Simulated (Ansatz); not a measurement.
The system is Si.

```
Si
1.0
     0.00000    2.72185    2.72185
     2.72185    0.00000    2.72185
     2.72185    2.72185    0.00000
Si
2
Direct
  0.50000 0.50000 0.50000
  0.75000 0.75000 0.75000
```

- Program: Ansatz 0.2.0
- Task: relaxation of cell and atoms
- Functional: revPBE
- Dispersion: D3(BJ)
- Potentials or basis: all-electron LAPW, scalar-relativistic
- Basis error allowed: 0.001 eV/atom
- k mesh: 8 × 8 × 8
- Occupations: fermi-dirac, width 0.05 eV
- Spin: no spin polarisation

At the start: volume 20.16 Å³/atom.

**Question.** How do energy, volume and symmetry change on relaxing?

**Answer.** Over 4 steps the energy falls by 4.2 meV/atom and the volume is 19.61 Å³/atom (-2.8 %); space group Fd-3m (No. 227, to 0.05 Å).

The path:
| step | energy change (eV) | largest force (eV/Å) | volume (Å³) |
| --- | --- | --- | --- |
| 1 | 0.0000 | 0.0000 | 40.33 |
| 2 | -0.0078 | 0.0000 | 39.53 |
| 3 | -0.0085 | 0.0000 | 39.21 |
| 4 | -0.0085 | 0.0000 | 39.21 |

Final structure:
```yaml
crystal:
  lattice:
    - [0.00000, 2.69648, 2.69648]
    - [2.69648, 0.00000, 2.69648]
    - [2.69648, 2.69648, 0.00000]
  atoms:
    - { symbol: Si, position: [0.50000, 0.50000, 0.50000] }
    - { symbol: Si, position: [0.75000, 0.75000, 0.75000] }
```
